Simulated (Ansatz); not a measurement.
## GaSb under changes of volume

One of the cells (28.625 Å³/atom); the others are scaled copies at fixed shape and fractional positions:

```
CELL_PARAMETERS angstrom
0.00000 3.05900 3.05900
3.05900 0.00000 3.05900
3.05900 3.05900 0.00000
ATOMIC_POSITIONS crystal
Sb 0.75000 0.75000 0.75000
Ga 0.00000 0.00000 0.00000
```

| Item | Value |
| --- | --- |
| Program | Ansatz 0.2.0 |
| Functional | r2SCAN |
| Potentials or basis | Ansatz PAW |
| Cutoff | 500 eV (not typed: the program's choice for these potentials) |
| k mesh | 8 × 8 × 8 |
| Occupations | fermi-dirac, width 0.05 eV |
| Spin | spin-orbit coupling, no magnetisation |

| volume (Å³/atom) | energy over the lowest point (meV/atom) | pressure (GPa) | gap on the mesh (eV) |
| --- | --- | --- | --- |
| 26.907 | 23.88 | 4.3 | 0.62 |
| 27.480 | ? | ? | ? |
| 28.052 | 3.37 | 1.5 | 0.40 |
| 28.625 | 0.00 | 0.4 | 0.25 |
| 29.197 | 0.54 | -0.6 | 0.10 |
| 29.770 | 4.47 | -1.5 | none |
| 30.342 | 11.41 | -2.3 | none |

**Question.** What does the run at 27.480 Å³/atom give?

**Answer.** Energy over the lowest point 11.15 meV/atom; pressure 2.8 GPa; gap on the mesh 0.56 eV.

Worked out: A Birch-Murnaghan fit of order 3 (a polynomial in V^(-2/3)) to the other rows has its minimum at 28.83 Å³/atom with B0 = V·E''(V) = 52 GPa and B' = 5.4. It gives 11.12 meV/atom at 27.480 Å³/atom, against the run's 11.15, and -dE/dV = 2.8 GPa, against 2.8.

Energies are extrapolated to zero smearing.

Caveats: the PAW data sets come from PBE, with cores solved anew for the run's functional, which leaves a small shift of forces and pressure.

A mesh can miss the band edges.

A gap of «none» marks a metal or a gap under the smearing width.
